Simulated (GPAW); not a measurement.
Set up this calculation in GPAW 26.7.0, as an ASE script.

```yaml
Task: equation of state
Functional: mBEEF
Potentials_or_basis: GPAW PAW data sets (gpaw-data 1.2.1)
Cutoff: 800 eV
Basis: pw
k_mesh: 8 × 8 × 8
Occupations: fermi-dirac, width 0.05 eV
Spin: no spin polarisation
Maxiter: 150
Eos_scales: "[0.94, 0.96, 0.98, 1.0, 1.02, 1.04, 1.06]"
```

The system is CuO.

```
Cu O
1.0
     2.55255    0.00000    0.00000
     0.00000    2.55255    0.00000
     0.00000    0.00000    2.55255
Cu O
1 1
Direct
  0.00000 0.00000 0.00000
  0.50000 0.50000 0.50000
```

Measurements of this composition are mostly on another form, of space group No. 15.

One way to write it, as run:

run.py

```python
from ase import Atoms
from ase.eos import EquationOfState
from ase.io import Trajectory
from ase.units import GPa
from gpaw import GPAW, PW

atoms = Atoms(['Cu', 'O'],
              cell=[[2.55255061, 0.0, 0.0],
                    [0.0, 2.55255061, 0.0],
                    [0.0, 0.0, 2.55255061]],
              scaled_positions=[[0.0, 0.0, 0.0],
                                [0.5, 0.5, 0.5]],
              pbc=True)

traj = Trajectory('eos.traj', 'w')
volumes, energies = [], []
for x in [0.94, 0.96, 0.98, 1.0, 1.02, 1.04, 1.06]:
    a = atoms.copy()
    a.set_cell(atoms.cell * x**(1 / 3), scale_atoms=True)
    calc = GPAW(mode=PW(800),
                xc='mBEEF',
                kpts={'size': (8, 8, 8), 'gamma': True},
                occupations={'name': 'fermi-dirac', 'width': 0.05},
                nbands=19,
                convergence={'density': 1e-05, 'energy': 1e-05},
                maxiter=150,
                txt=f'eos-{x:.2f}.txt')
    a.calc = calc
    energies.append(a.get_potential_energy(force_consistent=True))
    volumes.append(a.get_volume())
    p = -a.get_stress()[:3].mean() / GPa
    calc.write(f'eos-{x:.2f}.gpw')
    traj.write(a)
    print(f'{x:.2f} {volumes[-1]:10.4f} A^3 {energies[-1]:14.6f} eV {p:9.3f} GPa', flush=True)

v0, e0, B = EquationOfState(volumes, energies, eos='birchmurnaghan').fit()
print(f'V0 = {v0:.4f} A^3, E0 = {e0:.6f} eV, B0 = {B / GPa:.2f} GPa')
```

Potentials or basis: GPAW PAW data sets (gpaw-data 1.2.1), pw.

Command:

```sh
$ OMP_NUM_THREADS=1 python run.py
```

It gave:

```
Equilibrium volume : 9.04 Å³/atom (rough: see the caveat)
Bulk modulus       : 178 GPa (rough)
```

Caveat: with this Cu data set, volumes or pressures lay over 1.5 % or 2 GPa off other programs in two to four cells of ten; the minimum lies outside the volumes run; the PAW data sets were made with another functional, which shifts forces and pressure a little; the run has no spin polarisation, though such a crystal can be magnetic.

Wall time 4 min on 1 thread of Arm Neoverse V2, on a shared host, peak memory 0.65 GiB.
